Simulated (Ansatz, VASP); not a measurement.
**CdSe in VASP and in Ansatz**

Contents of INCAR:

```
  PREC = Accurate
  ENCUT = 520
  EDIFF = 1E-8
  ISMEAR = -1
  SIGMA = 0.03
  LREAL = False
  LASPH = True
  NELM = 80
  ALGO = Normal
  ISIF = 2
  LWAVE = False
  LCHARG = False
  GGA = CA
  LEFG = True
  NBANDS = 16
```

File KPOINTS:

```
Automatic mesh
0
Gamma
  8 8 8
```

File POSCAR:

```
CdSe
1.0
   -0.0307027120      3.0549198426      3.0549198426
    3.0549198426     -0.0307027120      3.0549198426
    3.0549198426      3.0549198426     -0.0307027120
Cd Se
1 1
Direct
    0.0000000000      0.0000000000      0.0000000000
    0.2500000000      0.2500000000      0.2500000000
```

Input for Ansatz:

```yaml
crystal:
  lattice:
    - [-0.030702712, 3.0549198426, 3.0549198426]
    - [3.0549198426, -0.030702712, 3.0549198426]
    - [3.0549198426, 3.0549198426, -0.030702712]
  atoms:
    - { symbol: Cd, position: [0.0, 0.0, 0.0] }
    - { symbol: Se, position: [0.25, 0.25, 0.25] }
kpoints:
  mp_grid: { grid: [8, 8, 8] }
scf:
  occupations: { method: fermi_dirac, width: 0.03 }
hamiltonian:
  xc: lda
  pseudopotentials: { kind: paw }
output:
  forces: true
  stress: true
  eigenvalues: true
  efg: { contact_densities: true }
  write_density: true
  write_potential: true
  elf: true
  volumetric_format: npy
```

Change from the starting cell: equal xy, yz and zx shear strains of -1 %, PAW files.

Alike in both runs: task electric field gradients; functional LDA; k mesh 8 × 8 × 8; occupations fermi-dirac, width 0.03 eV; no spin polarisation.

```csv
,VASP,Ansatz
version,VASP 6.6.1,Ansatz 0.2.0
potentials or method,"VASP PAW LDA potentials, release 64 (Cd, Se)","PAW with Ansatz's default frozen-core files, scalar-relativistic"
plane-wave cutoff (eV),520,420
valence electrons in the cell,18,36
```

Ansatz gave:

| Property | Result |
| --- | --- |
| pressure (GPa) | -3.2 |
| largest component of the traceless stress (GPa) | 0.40 |
| rms of the force components (eV/Å) | 0.048 |
| Vzz of the field gradient on the site that differs most (V/Å²) | -9.4 |

Q: What did VASP give for the same quantities?

A: Pressure (GPa): -2.9; largest component of the traceless stress (GPa): 0.41; rms of the force components (eV/Å): 0.051; Vzz of the field gradient on the site that differs most (V/Å²): -10.9.

Atom by atom the forces differ by 0.003 eV/Å (rms over components). The two sets of potentials don't hold the same shells in valence. Ansatz warned: «gradients_without_spin_orbit».
